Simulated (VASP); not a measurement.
# Mg (Fm-3m) in VASP: notebook

One crystal, Mg, is run at these levels: MS2, TPSSh+ULG, vdW-DF-cx; tasks: relaxation of cell and atoms, single point.

All numbers are computed with VASP 6.6.1; they aren't measurements. Logs are shortened: lines on timing, memory, paths and dates and some standing lists are left out, and cuts for length are marked.

## (1) Starting point

The structure is cubic, space group Fm-3m (No. 225). Conventional cell: a = 4.489 Å, b = 4.489 Å, c = 4.489 Å, α = 90.00°, β = 90.00°, γ = 90.00°. Around Mg (site symmetry m-3m) lie 12 Mg at 3.17 Å.

This isn't the form of Mg at room conditions, which is hcp.

## (2) Relaxation of cell and atoms, MS2

INCAR reads:

```
SYSTEM = Mg
ALGO     = Normal         ! electronic algorithm
EDIFF    = 1E-6           ! SCF threshold, eV
EDIFFG   = -0.02          ! ionic threshold
ENCUT    = 600            ! plane-wave cutoff, eV
IBRION   = 2              ! ionic algorithm
ISIF     = 3              ! what is computed and relaxed
ISMEAR   = 1              ! smearing method
LASPH    = .True.         ! aspherical terms in the spheres
LCHARG   = .False.        ! write CHGCAR
LMIXTAU  = .True.       
LREAL    = .False.        ! projectors in reciprocal space
LWAVE    = .False.        ! write WAVECAR
METAGGA  = MS2            ! meta-GGA
NELM     = 100            ! most SCF steps
NSW      = 40             ! ionic steps
PREC     = Accurate       ! precision mode
SIGMA    = 0.1            ! smearing width, eV
```

Mg.cif reads:

```cif
data_Mg
_cell_length_a 4.48851200
_cell_length_b 4.48851200
_cell_length_c 4.48851200
_cell_angle_alpha 90.00000000
_cell_angle_beta 90.00000000
_cell_angle_gamma 90.00000000
_space_group_name_H-M_alt 'Fm-3m'
_space_group_name_Hall '-F 4 2 3'
_space_group_IT_number 225
loop_
_space_group_symop_operation_xyz
'x,y,z'
'-x,-y,-z'
'-y,x,z'
'y,-x,-z'
'-x,-y,z'
'x,y,-z'
'y,-x,z'
'-y,x,-z'
'x,-y,-z'
'-x,y,z'
'-y,-x,-z'
'y,x,z'
'-x,y,-z'
'x,-y,z'
'y,x,-z'
'-y,-x,z'
'z,x,y'
'-z,-x,-y'
'z,-y,x'
'-z,y,-x'
'z,-x,-y'
'-z,x,y'
'z,y,-x'
'-z,-y,x'
'-z,x,-y'
'z,-x,y'
'-z,-y,-x'
'z,y,x'
'-z,-x,y'
'z,x,-y'
'-z,y,x'
'z,-y,-x'
'y,z,x'
'-y,-z,-x'
'x,z,-y'
'-x,-z,y'
'-y,z,-x'
'y,-z,x'
'-x,z,y'
'x,-z,-y'
'-y,-z,x'
'y,z,-x'
'-x,-z,-y'
'x,z,y'
'y,-z,-x'
'-y,z,x'
'x,-z,y'
'-x,z,-y'
'x,y+1/2,z+1/2'
'-x,-y+1/2,-z+1/2'
'-y,x+1/2,z+1/2'
[... 62 lines left out ...]
'-z+1/2,-x,-y+1/2'
'z+1/2,-y,x+1/2'
'-z+1/2,y,-x+1/2'
'z+1/2,-x,-y+1/2'
'-z+1/2,x,y+1/2'
'z+1/2,y,-x+1/2'
'-z+1/2,-y,x+1/2'
'-z+1/2,x,-y+1/2'
'z+1/2,-x,y+1/2'
'-z+1/2,-y,-x+1/2'
'z+1/2,y,x+1/2'
'-z+1/2,-x,y+1/2'
'z+1/2,x,-y+1/2'
'-z+1/2,y,x+1/2'
'z+1/2,-y,-x+1/2'
'y+1/2,z,x+1/2'
'-y+1/2,-z,-x+1/2'
'x+1/2,z,-y+1/2'
'-x+1/2,-z,y+1/2'
'-y+1/2,z,-x+1/2'
'y+1/2,-z,x+1/2'
'-x+1/2,z,y+1/2'
'x+1/2,-z,-y+1/2'
'-y+1/2,-z,x+1/2'
'y+1/2,z,-x+1/2'
'-x+1/2,-z,-y+1/2'
'x+1/2,z,y+1/2'
'y+1/2,-z,-x+1/2'
'-y+1/2,z,x+1/2'
'x+1/2,-z,y+1/2'
'-x+1/2,z,-y+1/2'
'x+1/2,y+1/2,z'
'-x+1/2,-y+1/2,-z'
'-y+1/2,x+1/2,z'
'y+1/2,-x+1/2,-z'
'-x+1/2,-y+1/2,z'
'x+1/2,y+1/2,-z'
'y+1/2,-x+1/2,z'
'-y+1/2,x+1/2,-z'
'x+1/2,-y+1/2,-z'
'-x+1/2,y+1/2,z'
'-y+1/2,-x+1/2,-z'
'y+1/2,x+1/2,z'
'-x+1/2,y+1/2,-z'
'x+1/2,-y+1/2,z'
'y+1/2,x+1/2,-z'
'-y+1/2,-x+1/2,z'
'z+1/2,x+1/2,y'
'-z+1/2,-x+1/2,-y'
'z+1/2,-y+1/2,x'
'-z+1/2,y+1/2,-x'
'z+1/2,-x+1/2,-y'
'-z+1/2,x+1/2,y'
'z+1/2,y+1/2,-x'
'-z+1/2,-y+1/2,x'
'-z+1/2,x+1/2,-y'
'z+1/2,-x+1/2,y'
'-z+1/2,-y+1/2,-x'
'z+1/2,y+1/2,x'
'-z+1/2,-x+1/2,y'
'z+1/2,x+1/2,-y'
'-z+1/2,y+1/2,x'
'z+1/2,-y+1/2,-x'
'y+1/2,z+1/2,x'
'-y+1/2,-z+1/2,-x'
'x+1/2,z+1/2,-y'
'-x+1/2,-z+1/2,y'
'-y+1/2,z+1/2,-x'
'y+1/2,-z+1/2,x'
'-x+1/2,z+1/2,y'
'x+1/2,-z+1/2,-y'
'-y+1/2,-z+1/2,x'
'y+1/2,z+1/2,-x'
'-x+1/2,-z+1/2,-y'
'x+1/2,z+1/2,y'
'y+1/2,-z+1/2,-x'
'-y+1/2,z+1/2,x'
'x+1/2,-z+1/2,y'
'-x+1/2,z+1/2,-y'
loop_
_atom_site_label
_atom_site_type_symbol
_atom_site_symmetry_multiplicity
_atom_site_Wyckoff_symbol
_atom_site_fract_x
_atom_site_fract_y
_atom_site_fract_z
_atom_site_occupancy
Mg1 Mg 4 a 0.0000000000 0.0000000000 0.0000000000 1
```

KPOINTS reads:

```
k-points
0
Gamma
  6 6 6
  0 0 0
```

POSCAR reads:

```
Mg
 1.0000000000000000
     4.4885120000000001    0.0000000000000000    0.0000000000000000
     0.0000000000000000    4.4885120000000001    0.0000000000000000
     0.0000000000000000    0.0000000000000000    4.4885120000000001
 Mg 
   4
Cartesian
  0.0000000000000000  0.0000000000000000  0.0000000000000000
  0.0000000000000000  2.2442560000000000  2.2442560000000000
  2.2442560000000000  0.0000000000000000  2.2442560000000000
  2.2442560000000000  2.2442560000000000  0.0000000000000000
```

Potentials or basis: VASP PAW PBE potentials, release 64 (Mg).

Launch:

```
$ ase convert -i cif -o vasp Mg.cif POSCAR
$ cat potpaw_PBE.64/Mg/POTCAR > POTCAR
$ mpirun -np 1 vasp_std > vasp.out
```

OUTCAR:

```text
SYSTEM = Mg
   EDIFF = 1E-6
   EDIFFG = -0.02
   ENCUT = 600
   IBRION = 2
   ISIF = 3
   ISMEAR = 1
   LASPH = .True.
   LREAL = .False.
   METAGGA = MS2
   NELM = 100
   NSW = 40
   PREC = Accurate

 ion  position               nearest neighbor table
   1  0.000  0.000  0.000-   2 3.17   3 3.17   4 3.17   2 3.17   3 3.17   2 3.17   4 3.17   2 3.17
                             3 3.17   4 3.17   3 3.17   4 3.17
   2  0.000  0.500  0.500-   1 3.17   3 3.17   4 3.17   1 3.17   4 3.17   1 3.17   3 3.17   1 3.17
                             3 3.17   4 3.17   4 3.17   3 3.17
   3  0.500  0.000  0.500-   1 3.17   2 3.17   4 3.17   1 3.17   4 3.17   2 3.17   4 3.17   4 3.17
                             1 3.17   2 3.17   1 3.17   2 3.17
   4  0.500  0.500  0.000-   1 3.17   2 3.17   3 3.17   2 3.17   3 3.17   1 3.17   3 3.17   3 3.17
                             1 3.17   2 3.17   2 3.17   1 3.17

  LATTYP: Found a simple cubic cell.
 ALAT       =     4.4885120000

  Lattice vectors:

 A1 = (   4.4885120000,   0.0000000000,   0.0000000000)
 A2 = (   0.0000000000,   4.4885120000,   0.0000000000)
 A3 = (   0.0000000000,   0.0000000000,   4.4885120000)

Analysis of symmetry for initial positions (statically):
=====================================================================
 Subroutine PRICEL returns following result:

  LATTYP: Found a face centered cubic cell.
 ALAT       =     4.4885120000

  Lattice vectors:

 A1 = (   2.2442560000,  -2.2442560000,   0.0000000000)
 A2 = (   2.2442560000,   0.0000000000,   2.2442560000)
 A3 = (   0.0000000000,  -2.2442560000,   2.2442560000)

   4 primitive cells build up your supercell.

 Routine SETGRP: Setting up the symmetry group for a
 simple cubic supercell.

 Subroutine GETGRP returns: Found 48 space group operations
 (whereof 48 operations were pure point group operations)
 out of a pool of 48 trial point group operations.

The static configuration has the point symmetry O_h .

Analysis of symmetry for dynamics (positions and initial velocities):
=====================================================================
 Subroutine PRICEL returns following result:

  LATTYP: Found a face centered cubic cell.
 ALAT       =     4.4885120000

  Lattice vectors:

 A1 = (   2.2442560000,  -2.2442560000,   0.0000000000)
 A2 = (   2.2442560000,   0.0000000000,   2.2442560000)
 A3 = (   0.0000000000,  -2.2442560000,   2.2442560000)

   4 primitive cells build up your supercell.

 Routine SETGRP: Setting up the symmetry group for a
 simple cubic supercell.

 Subroutine GETGRP returns: Found 48 space group operations
 (whereof 48 operations were pure point group operations)
 out of a pool of 48 trial point group operations.

The dynamic configuration has the point symmetry O_h .

 Subroutine INISYM returns: Found 48 space group operations
 (whereof 48 operations are pure point group operations),
 and found     4 'primitive' translations

----------------------------------------------------------------------------------------

[... 68 lines left out ...]
   number of dos      NEDOS =    301   number of ions     NIONS =      4
   total plane-waves  NPLWV =  46656
   dimension x,y,z NGX =    36 NGY =   36 NGZ =   36
   dimension x,y,z NGXF=    72 NGYF=   72 NGZF=   72
   ions per type =               4
   NGX,Y,Z   is equivalent  to a cutoff of  13.33, 13.33, 13.33 a.u.
   NGXF,Y,Z  is equivalent  to a cutoff of  26.67, 26.67, 26.67 a.u.
 SYSTEM =  Mg
   PREC   = accura    normal or accurate (medium, high low for compatibility)
   ISTART =      0    job   : 0-new  1-cont  2-samecut
   ICHARG =      2    charge: 1-file 2-atom 10-const
   ISPIN  =      1    spin polarized calculation?
   LNONCOLLINEAR =      F non collinear calculations
   LSORBIT =      F    spin-orbit coupling
   LASPH  =      T    aspherical Exc in radial PAW
   ENCUT  =  600.0 eV  44.10 Ry    6.64 a.u.   8.96  8.96  8.96*2*pi/ulx,y,z
   NELM   =    100;   NELMIN=  2; NELMDL= -5     # of ELM steps
   EDIFF  = 0.1E-05   stopping-criterion for ELM
   LREAL  =      F    real-space projection
   EDIFFG = -.2E-01   stopping-criterion for IOM
   NSW    =     40    number of steps for IOM
   IBRION =      2    ionic relax: 0-MD 1-quasi-New 2-CG
   NFREE  =      1    steps in history (QN), initial steepest desc. (CG)
   ISIF   =      3    stress and relaxation
   ISYM   =      2    0-nonsym 1-usesym 2-fastsym
   POTIM  = 0.5000    time-step for ionic-motion
   TEBEG  =    0.0;   TEEND  =   0.0 temperature during run
   PSTRESS=    0.0 pullay stress
   NELECT =       8.0000    total number of electrons
   NUPDOWN=      -1.0000    fix difference up-down
   EMIN   =  10.00;   EMAX   =-10.00  energy-range for DOS
   EFERMI =   0.00;   METHOD = LEGACY
   ISMEAR =     1;   SIGMA  =   0.10  broadening in eV -4-tet -1-fermi 0-gaus
   EFERMI_NEDOS =   21; number of points for ismear=-14 and -15
   IALGO  =     38    algorithm
   IMIX   =      4    mixing-type and parameters
     AMIX     =   0.40;   BMIX     =  1.00
     AMIX_MAG =   1.60;   BMIX_MAG =  1.00
  volume/ion in A,a.u.               =      22.61       152.56
  Fermi-wavevector in a.u.,A,eV,Ry     =   0.729462  1.378483  7.239854  0.532114
  Thomas-Fermi vector in A             =   1.821189
   LORBIT       =      0    0 simple, 1 ext, 2 COOP (PROOUT), +10 PAW based schemes
   METAGGA = MS2    functional components
   LHFCALC =     F    Hartree Fock is set to
   AEXX    =    0.0000 exact exchange contribution
   IVDW    =     0    specifies the selected vdW correction
   LEPSILON=     F    determine dielectric tensor
   LRPA    =     F    only Hartree local field effects (RPA)
 conjugate gradient relaxation of ions
 non-spin polarized calculation
 Methfessel and Paxton  Order N= 1 SIGMA  =   0.10
  energy-cutoff  :      600.00
  volume of cell :       90.43
 maximum number of plane-waves:      3040
 NGX is ok and might be reduce to    36

 number of electron       8.0000000 magnetization

 Free energy of the ion-electron system (eV)
  ---------------------------------------------------
  ext. energy  EPLUGINS =         0.00000000
  ---------------------------------------------------
  free energy    TOTEN  =       -20.12859654 eV

  energy without entropy =      -20.12516798  energy(sigma->0) =      -20.12745369

 E-fermi :   2.6025     XC(G=0):  -8.6495

 val. band max:        2.5803417073   @ k =   0.3333   0.3333   0.1667
 cond. band min:       2.6328372580   @ k =   0.1667   0.0000   0.0000
 fundamental gap:      0.0524955508
 Fermi energy:         2.6024903049

 k-point     1 :       0.0000    0.0000    0.0000
  band No.  band energies     occupation
      1      -4.3764      2.00000
      2       2.4445      2.04802
      3       2.4445      2.04802
      4       2.4445      2.04802
      5       3.5329     -0.00000
      6       3.5329     -0.00000
      7       3.5329     -0.00000
      8       8.8249      0.00000
[... 199 lines left out ...]
 k-point    20 :       0.5000    0.5000    0.5000
  band No.  band energies     occupation
      1       0.9445      2.00000
      2       0.9445      2.00000
      3       0.9445      2.00000
      4       0.9445      2.00000
      5       1.3896      2.00000
      6       1.3896      2.00000
      7       1.3896      2.00000
      8       1.3896      2.00000

------------------------ aborting loop because EDIFF is reached ----------------------------------------

  FORCE on cell =-STRESS in cart. coord.  units (eV):
  Direction    XX          YY          ZZ          XY          YZ          ZX
  --------------------------------------------------------------------------------------
  -------------------------------------------------------------------------------------
  Total        0.0742045      0.0742045      0.0742045      0.0000000      0.0000000     -0.0000000
  in kB        1.3147213      1.3147213      1.3147213      0.0000000      0.0000000     -0.0000000
  external PRESSURE =       1.3147213 kB  Pullay stress =       0.0000000 kB

 VOLUME and BASIS-vectors are now :
 -----------------------------------------------------------------------------
  energy-cutoff  :      600.00
  volume of cell :       90.43
      direct lattice vectors                 reciprocal lattice vectors
     4.488512000  0.000000000  0.000000000     0.222790983  0.000000000  0.000000000
     0.000000000  4.488512000  0.000000000     0.000000000  0.222790983  0.000000000
     0.000000000  0.000000000  4.488512000     0.000000000  0.000000000  0.222790983

 POSITION                                       TOTAL-FORCE (eV/Angst)
 -----------------------------------------------------------------------------------
      0.00000      0.00000      0.00000        -0.000000      0.000000     -0.000000
      0.00000      2.24426      2.24426        -0.000000     -0.000000      0.000000
      2.24426      0.00000      2.24426         0.000000      0.000000      0.000000
      2.24426      2.24426      0.00000         0.000000     -0.000000     -0.000000
 -----------------------------------------------------------------------------------
    total drift:                                0.000000     -0.000000     -0.000000

  FREE ENERGIE OF THE ION-ELECTRON SYSTEM (eV)
  ---------------------------------------------------
  free  energy   TOTEN  =       -20.1285965437 eV

  energy  without entropy=      -20.1251679756  energy(sigma->0) =      -20.12745369

 reached required accuracy - stopping structural energy minimisation
```

It took 29 s on 1 thread of Intel Xeon 6975P-C (Granite Rapids), shared host; peak memory 0.22 GiB.

What came out:

```yaml
Free_energy: -20.1286 eV
Pressure_after_relaxing: 0.1 GPa
```

Final structure:
```
Mg
1.0
     4.48851    0.00000    0.00000
     0.00000    4.48851    0.00000
     0.00000    0.00000    4.48851
Mg
4
Direct
  0.00000 0.00000 0.00000
  0.00000 0.50000 0.50000
  0.50000 0.00000 0.50000
  0.50000 0.50000 0.00000
```

Caveat: the relaxation stopped at its first step, so nothing moved; the bands computed are all filled at some k points, so no gap is given; the PAW data sets were made with another functional, which shifts forces and pressure a little.

## (3) Single point, TPSSh+ULG

This run uses another cell than the first one: it holds 1 atom, not 4.

POSCAR reads:

```
Mg
1.0
    0.0000000000      2.2442560000      2.2442560000
    2.2442560000      0.0000000000      2.2442560000
    2.2442560000      2.2442560000      0.0000000000
Mg
1
Direct
    0.0000000000      0.0000000000      0.0000000000
```

INCAR.step1 reads:

```
ALGO = Normal
EDIFF = 1E-5
ENCUT = 500
GGA = PE
ISIF = 2
ISMEAR = 0
LASPH = T
LCHARG = F
LREAL = F
LWAVE = T
NELM = 80
PREC = Accurate
SIGMA = 0.05
```

INCAR.step2 reads:

```
AEXX = 0.1
ALGO = Normal
EDIFF = 1E-6
ENCUT = 500
ISIF = 2
ISMEAR = 0
ISTART = 1
IVDW = 3
LASPH = T
LCHARG = F
LHFCALC = T
LMIXTAU = T
LREAL = F
LWAVE = F
METAGGA = TPSS
NELM = 80
PREC = Accurate
PRECFOCK = Fast
SIGMA = 0.05
```

KPOINTS reads:

```
k-points
0
Gamma
  5 5 5
```

Potentials or basis: VASP PAW PBE potentials, release 64 (Mg).

Launch:

```
$ cat potpaw_PBE.64/Mg/POTCAR > POTCAR
$ cp INCAR.step1 INCAR
$ mpirun -np 1 vasp_std > vasp.out
$ cp INCAR.step2 INCAR
$ mpirun -np 1 vasp_std > vasp.out
```

OUTCAR:

```text
AEXX = 0.1
   EDIFF = 1E-6
   ENCUT = 500
   ISIF = 2
   ISMEAR = 0
   ISTART = 1
   IVDW = 3
   LASPH = T
   LHFCALC = T
   LREAL = F
   METAGGA = TPSS
   NELM = 80
   PREC = Accurate
   PRECFOCK = Fast
  IVDW =   3

 ion  position               nearest neighbor table
   1  0.000  0.000  0.000-

  LATTYP: Found a face centered cubic cell.
 ALAT       =     4.4885120000

  Lattice vectors:

 A1 = (   0.0000000000,   2.2442560000,   2.2442560000)
[... 255 lines left out ...]

------------------------ aborting loop because EDIFF is reached ----------------------------------------

  ULGs method for vdW energy calculation

  Number of pair interactions contributing to vdW energy:   23214

  Edisp (eV):   -0.02581

  FORCE on cell =-STRESS in cart. coord.  units (eV):
  Direction    XX          YY          ZZ          XY          YZ          ZX
  --------------------------------------------------------------------------------------
  -------------------------------------------------------------------------------------
  Total       0.07944     0.07944     0.07944    -0.00000    -0.00000     0.00000
  in kB       5.62964     5.62964     5.62964    -0.00000    -0.00000     0.00000
  external pressure =        5.63 kB  Pullay stress =        0.00 kB

 VOLUME and BASIS-vectors are now :
 -----------------------------------------------------------------------------
  energy-cutoff  :      500.00
  volume of cell :       22.61
      direct lattice vectors                 reciprocal lattice vectors
     0.000000000  2.244256000  2.244256000    -0.222790983  0.222790983  0.222790983
     2.244256000  0.000000000  2.244256000     0.222790983 -0.222790983  0.222790983
     2.244256000  2.244256000  0.000000000     0.222790983  0.222790983 -0.222790983

 POSITION                                       TOTAL-FORCE (eV/Angst)
 -----------------------------------------------------------------------------------
      0.00000      0.00000      0.00000         0.000000      0.000000      0.000000
 -----------------------------------------------------------------------------------
    total drift:                               -0.000000      0.000000     -0.000000

  FREE ENERGIE OF THE ION-ELECTRON SYSTEM (eV)
  ---------------------------------------------------
  free  energy   TOTEN  =        -4.9379666033 eV

  energy  without entropy=       -4.9325503833  energy(sigma->0) =       -4.93525849
```

OSZICAR.step1:

```text
N       E                     dE             d eps       ncg     rms          rms(c)
DAV:   1    -0.253565539376E+00   -0.25357E+00   -0.86722E+02   105   0.278E+02
DAV:   2    -0.145671278738E+01   -0.12031E+01   -0.12028E+01   125   0.173E+01
DAV:   3    -0.146780544421E+01   -0.11093E-01   -0.11093E-01   135   0.193E+00
DAV:   4    -0.146782701141E+01   -0.21567E-04   -0.21567E-04   120   0.861E-02
DAV:   5    -0.146782718384E+01   -0.17243E-06   -0.17248E-06   130   0.838E-03    0.638E-01
DAV:   6    -0.146438741219E+01    0.34398E-02   -0.37612E-04   105   0.167E-01    0.407E-01
DAV:   7    -0.146065376731E+01    0.37336E-02   -0.15635E-03   115   0.292E-01    0.231E-02
DAV:   8    -0.146066000754E+01   -0.62402E-05   -0.11026E-05   110   0.242E-02
   1 F= -.14606600E+01 E0= -.14579519E+01  d E =-.541622E-02
```

Wall time 12 s (1 thread of Intel Xeon 6975P-C (Granite Rapids), shared host); peak memory 0.14 GiB.

What came out:

```
Free energy                : -4.9380 eV
Pressure                   : 0.6 GPa
Band gap on the k mesh     : none (metal or under the smearing width)
Dispersion energy per atom : -0.026 eV
```

Levels at points of the mesh, in eV from the Fermi level:
```csv
k point,band 1,band 2,band 3,band 4,band 5
"(0.00, 0.00, 0.00)",-7.63,12.95,12.95,12.95,15.08
```

Caveat: the k mesh is coarse (spacing up to 0.48 Å⁻¹), so the values aren't converged, least of all with exact exchange; atom-pairwise D2, TS and ULG terms overbind metals; the PAW data sets were made with another functional, which shifts forces and pressure a little; pairwise dispersion overbinds metals, which lowers pressure and volume.

(Continued in part 2 of 2.)
